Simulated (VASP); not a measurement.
Set up this calculation in VASP 6.6.1, as the native input.

| Item | Value |
| --- | --- |
| Task | single point |
| Functional | PBE |
| Dispersion | D3(BJ) |
| Potentials or basis | VASP PAW PBE potentials, release 64 (Bi_d) |
| Cutoff | 520 eV |
| k mesh | 9 × 9 × 1 |
| Occupations | gaussian, width 0.02 eV |
| Spin | no spin polarisation |
| Dipole correction | yes |
| Further INCAR settings | ALGO = Normal; EDIFF = 1e-07; NBANDS = 22 |

The structure of Bi lies in POSCAR:

```
Bi
1.0
    4.2790191370      0.0000000000      0.0000000000
   -2.1395095685      3.7057392760      0.0000000000
    0.0000000000      0.0000000000     28.0000000000
Bi
2
Direct
    0.3333333333      0.6666666667      0.5311991170
    0.6666666667      0.3333333333      0.4688008830
```

The cell was built by a generator and needn't be a form met in nature.

The input as run:

INCAR

```
PREC     = Accurate       # precision mode
ENCUT    = 520            # plane-wave cutoff, eV
EDIFF    = 1E-7           # SCF threshold, eV
ISMEAR   = 0              # smearing method
SIGMA    = 0.02           # smearing width, eV
LREAL    = F              # projectors in reciprocal space
LASPH    = T              # aspherical terms in the spheres
NELM     = 80             # most SCF steps
ALGO     = Normal         # electronic algorithm
ISIF     = 2              # what is computed and relaxed
LWAVE    = F              # write WAVECAR
LCHARG   = F              # write CHGCAR
LDIPOL   = T            
IDIPOL   = 3            
DIPOL    = 0.5 0.5 0.500
GGA      = PE             # functional
IVDW     = 12             # dispersion correction
NBANDS   = 22             # bands
```

KPOINTS

```
Automatic mesh
0
Gamma
  9 9 1
```

Potentials or basis: VASP PAW PBE potentials, release 64 (Bi_d).

Command:

```bash
$ cat potpaw_PBE.64/Bi_d/POTCAR > POTCAR
$ mpirun -np 1 vasp_std > vasp.out
```

Results of the run:

The largest force is 0.016 eV/Å. The band gap on the k mesh is 0.57 eV, direct. The dispersion energy per atom is -0.225 eV.

Caveat: spin-orbit coupling is left out, which as a rule narrows the gap of such compounds by several tenths of an eV.

Run time: 3.3 min on 1 thread of Intel(R) Xeon(R) Platinum 8488C (Sapphire Rapids) (shared host), peak memory 0.53 GiB.
